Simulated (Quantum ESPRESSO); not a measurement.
Input of a Quantum ESPRESSO 7.5 run:

pw.in

```
&CONTROL
  calculation = 'scf'
  prefix = 'pwscf'
  outdir = './tmp'
  pseudo_dir = './pseudo'
  tprnfor = .true.
  tstress = .true.
  disk_io = 'low'
/
&SYSTEM
  ibrav = 0
  nat = 2
  ntyp = 2
  ecutwfc = 74
  nbnd = 28
  occupations = 'smearing'
  smearing = 'fd'
  degauss = 0.00367493
  noncolin = .true.
  lspinorb = .true.
/
&ELECTRONS
  conv_thr = 4d-10
  electron_maxstep = 120
  mixing_beta = 0.5
/
ATOMIC_SPECIES
K     39.0983 K.upf
Cl    35.4500 Cl.upf
CELL_PARAMETERS angstrom
   0.0000000000    3.1464700000    3.1464700000
   3.1464700000    0.0000000000    3.1464700000
   3.1464700000    3.1464700000    0.0000000000
ATOMIC_POSITIONS crystal
K      0.0000000000    0.0000000000    0.0000000000
Cl     0.5000000000    0.5000000000    0.5000000000
K_POINTS automatic
7 7 7 0 0 0
```

File pp_density.in:

```
&INPUTPP
  prefix = 'pwscf'
  outdir = './tmp'
  filplot = 'density.dat'
  plot_num = 0
/
&PLOT
  nfile = 1
  filepp(1) = 'density.dat'
  iflag = 3
  output_format = 6
  fileout = 'density.cube'
/
```

File pp_potential.in:

```
&INPUTPP
  prefix = 'pwscf'
  outdir = './tmp'
  filplot = 'potential.dat'
  plot_num = 11
/
&PLOT
  nfile = 1
  filepp(1) = 'potential.dat'
  iflag = 3
  output_format = 6
  fileout = 'potential.cube'
/
```

Contents of bands.in:

```
&CONTROL
  calculation = 'bands'
  prefix = 'pwscf'
  outdir = './tmp'
  pseudo_dir = './pseudo'
  disk_io = 'low'
  verbosity = 'high'
/
&SYSTEM
  ibrav = 0
  nat = 2
  ntyp = 2
  ecutwfc = 74
  nbnd = 28
  occupations = 'smearing'
  smearing = 'fd'
  degauss = 0.00367493
  noncolin = .true.
  lspinorb = .true.
/
&ELECTRONS
  conv_thr = 1d-08
  electron_maxstep = 120
  mixing_beta = 0.5
  diago_full_acc = .true.
  startingwfc = 'random'
/
ATOMIC_SPECIES
K     39.0983 K.upf
Cl    35.4500 Cl.upf
CELL_PARAMETERS angstrom
   0.0000000000    3.1464700000    3.1464700000
   3.1464700000    0.0000000000    3.1464700000
   3.1464700000    3.1464700000    0.0000000000
ATOMIC_POSITIONS crystal
K      0.0000000000    0.0000000000    0.0000000000
Cl     0.5000000000    0.5000000000    0.5000000000
K_POINTS crystal
60
 0.0000000000  0.0000000000  0.0000000000 1
 0.0625000000  0.0000000000  0.0625000000 1
 0.1250000000  0.0000000000  0.1250000000 1
 0.1875000000  0.0000000000  0.1875000000 1
 0.2500000000  0.0000000000  0.2500000000 1
 0.3125000000  0.0000000000  0.3125000000 1
 0.3750000000  0.0000000000  0.3750000000 1
 0.4375000000  0.0000000000  0.4375000000 1
 0.5000000000  0.0000000000  0.5000000000 1
 0.5000000000  0.0625000000  0.5625000000 1
 0.5000000000  0.1250000000  0.6250000000 1
 0.5000000000  0.1875000000  0.6875000000 1
 0.5000000000  0.2500000000  0.7500000000 1
 0.4375000000  0.3125000000  0.7500000000 1
 0.3750000000  0.3750000000  0.7500000000 1
 0.3375000000  0.3375000000  0.6750000000 1
 0.3000000000  0.3000000000  0.6000000000 1
 0.2625000000  0.2625000000  0.5250000000 1
 0.2250000000  0.2250000000  0.4500000000 1
 0.1875000000  0.1875000000  0.3750000000 1
 0.1500000000  0.1500000000  0.3000000000 1
 0.1125000000  0.1125000000  0.2250000000 1
 0.0750000000  0.0750000000  0.1500000000 1
 0.0375000000  0.0375000000  0.0750000000 1
 0.0000000000  0.0000000000  0.0000000000 1
 0.0625000000  0.0625000000  0.0625000000 1
 0.1250000000  0.1250000000  0.1250000000 1
 0.1875000000  0.1875000000  0.1875000000 1
 0.2500000000  0.2500000000  0.2500000000 1
 0.3125000000  0.3125000000  0.3125000000 1
 0.3750000000  0.3750000000  0.3750000000 1
 0.4375000000  0.4375000000  0.4375000000 1
 0.5000000000  0.5000000000  0.5000000000 1
 0.5250000000  0.4500000000  0.5250000000 1
 0.5500000000  0.4000000000  0.5500000000 1
 0.5750000000  0.3500000000  0.5750000000 1
 0.6000000000  0.3000000000  0.6000000000 1
 0.6250000000  0.2500000000  0.6250000000 1
 0.5833333333  0.2500000000  0.6666666667 1
 0.5416666667  0.2500000000  0.7083333333 1
 0.5000000000  0.2500000000  0.7500000000 1
 0.5000000000  0.2857142857  0.7142857143 1
 0.5000000000  0.3214285714  0.6785714286 1
 0.5000000000  0.3571428571  0.6428571429 1
 0.5000000000  0.3928571429  0.6071428571 1
 0.5000000000  0.4285714286  0.5714285714 1
 0.5000000000  0.4642857143  0.5357142857 1
 0.5000000000  0.5000000000  0.5000000000 1
 0.4821428571  0.4821428571  0.5357142857 1
 0.4642857143  0.4642857143  0.5714285714 1
 0.4464285714  0.4464285714  0.6071428571 1
 0.4285714286  0.4285714286  0.6428571429 1
 0.4107142857  0.4107142857  0.6785714286 1
 0.3928571429  0.3928571429  0.7142857143 1
 0.3750000000  0.3750000000  0.7500000000 1
 0.6250000000  0.2500000000  0.6250000000 1
 0.5937500000  0.1875000000  0.5937500000 1
 0.5625000000  0.1250000000  0.5625000000 1
 0.5312500000  0.0625000000  0.5312500000 1
 0.5000000000  0.0000000000  0.5000000000 1
```

Potentials or basis: PseudoDojo 0.4 FR PBE standard.

Command:

```bash
$ OMP_NUM_THREADS=1 pw.x -in pw.in > pw.out
$ OMP_NUM_THREADS=1 pp.x -in pp_density.in > pp_density.out
$ OMP_NUM_THREADS=1 pp.x -in pp_potential.in > pp_potential.out
$ OMP_NUM_THREADS=1 pw.x -in bands.in > bands.out
```

**Question.** Estimate the band gap on the k mesh.

**Answer.** 5.15 eV, direct.

**Question.** Estimate the band gap along the path.

**Answer.** 5.15 eV, direct.

Levels at the corners of the path, in eV from the valence-band top:
```csv
point,band 14,band 15,band 16,band 17,band 18,band 19
Γ,0.00,0.00,0.00,5.15,5.15,8.32
X,-0.30,-0.22,-0.22,6.49,6.49,8.30
W,-0.48,-0.48,-0.48,7.98,7.98,7.99
K,-0.56,-0.32,-0.32,7.23,7.23,9.03
Γ,0.00,0.00,0.00,5.15,5.15,8.32
L,-0.40,-0.33,-0.33,7.54,7.54,8.56
U,-0.56,-0.32,-0.32,7.23,7.23,9.03
W,-0.48,-0.48,-0.48,7.98,7.98,7.99
L,-0.40,-0.33,-0.33,7.54,7.54,8.56
K,-0.56,-0.32,-0.32,7.23,7.23,9.03
U,-0.56,-0.32,-0.32,7.23,7.23,9.03
X,-0.30,-0.22,-0.22,6.49,6.49,8.30
```

Caveat: some levels on the path didn't converge.

**Measured values to compare with.**

From a printed reference work, monograph, for a bulk crystal of KCl: band gap 8.68 eV.

Measured gap of KCl: 8.68 eV (a printed reference work, monograph). This calculation gives 5.15 eV (-3.53 eV). The value is that of PBE, without temperature or zero-point motion. Semilocal functionals fall short of measured gaps as a rule.
